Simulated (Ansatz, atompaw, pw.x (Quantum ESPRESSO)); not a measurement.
# What a changed setting does to a pw.x run (diamond As)

Potential: PAW, atompaw 4.2.0.5, PBE; core [Ar] 3d10, reference 4s2 4p3; waves: 4s (bound): rc 2.30 bohr; 4s channel at 0.8 Ry: rc 2.30 bohr; 4p (bound): rc 2.30 bohr; 4p channel at 1.25 Ry: rc 2.30 bohr; 4d channel at 0.5 Ry: rc 2.30 bohr; local part: bessel scheme, radius 1.60 bohr; core correction: smooth core density matched at 1.40 bohr; augmentation: sinc compensation charge, radius 2.20 bohr; PAW radius 2.30 bohr; waves and projectors: custom rrkj vanderbiltortho.

The reference run (k-mesh 8³, cutoffs 40/400 Ry, Fermi–Dirac 0.01 Ry, mixing_beta 0.4, conv_thr 1e-9, no spin) gives -0.10 GPa at 28.643 Å³/atom, where all-electron LAPW gives 0.02 GPa. This run, with its own iteration cap, changes k-mesh points per axis to 2.

```
&control
  calculation='scf', prefix='x', pseudo_dir='./', outdir='./tmp', tstress=.true., disk_io='none'
/
&system
  ibrav=0, nat=2, ntyp=1, ecutwfc=40, ecutrho=400, nbnd=12,
  occupations='smearing', smearing='fd', degauss=0.01
/
&electrons
  conv_thr=1e-09, mixing_beta=0.4, electron_maxstep=50
/
ATOMIC_SPECIES
As 1.0 As.UPF
CELL_PARAMETERS angstrom
  0.00000000 3.05965764 3.05965764
  3.05965764 0.00000000 3.05965764
  3.05965764 3.05965764 0.00000000
ATOMIC_POSITIONS crystal
As 0.0000 0.0000 0.0000
As 0.2500 0.2500 0.2500
K_POINTS automatic
2 2 2 0 0 0
```

```bash
pw.x < As.scf.in > As.scf.out
```

Q: How does the run end?

A: It converges in 7 iterations; the free energy moves by -190.0 meV/atom and the pressure by -1.38 GPa.

```
Message from routine setup:
     using ibrav=0 with symmetry is DISCOURAGED, use correct ibrav instead
     lattice parameter (alat)  =       8.1769  a.u.
     unit-cell volume          =     386.5851 (a.u.)^3
     number of electrons       =        10.00
     number of Kohn-Sham states=           12
     kinetic-energy cutoff     =      40.0000  Ry
     charge density cutoff     =     400.0000  Ry
     scf convergence threshold =      1.0E-09
     Exchange-correlation= SLA PW PBX PBC
     number of k points=     3  Fermi-Dirac smearing, width (Ry)=  0.0100
     iteration #  1     ecut=    40.00 Ry     beta= 0.40
     total energy              =    -351.96952930 Ry
     estimated scf accuracy    <       0.01640793 Ry
     iteration #  2     ecut=    40.00 Ry     beta= 0.40
     total energy              =    -351.96899573 Ry
     estimated scf accuracy    <       0.00504481 Ry
     iteration #  3     ecut=    40.00 Ry     beta= 0.40
     total energy              =    -351.96920159 Ry
     estimated scf accuracy    <       0.00009715 Ry
     iteration #  4     ecut=    40.00 Ry     beta= 0.40
     total energy              =    -351.96921080 Ry
     estimated scf accuracy    <       0.00000200 Ry
     iteration #  5     ecut=    40.00 Ry     beta= 0.40
     total energy              =    -351.96921108 Ry
     estimated scf accuracy    <       0.00000005 Ry
     iteration #  6     ecut=    40.00 Ry     beta= 0.40
     total energy              =    -351.96921109 Ry
     estimated scf accuracy    <       0.00000002 Ry
     iteration #  7     ecut=    40.00 Ry     beta= 0.40
     the Fermi energy is     3.8445 ev
!    total energy              =    -351.96921109 Ry
     estimated scf accuracy    <          3.4E-10 Ry
     smearing contrib. (-TS)   =      -0.01040582 Ry
     convergence has been achieved in   7 iterations
          total   stress  (Ry/bohr**3)                   (kbar)     P=      -14.85
     Message from routine punch:
     Nothing written, as per user request (disk_io='none')
```

The run took about 7.5 s on one core of a shared host (Intel(R) Xeon(R) 6975P-C, 192 threads, 1512 GiB, load 103).
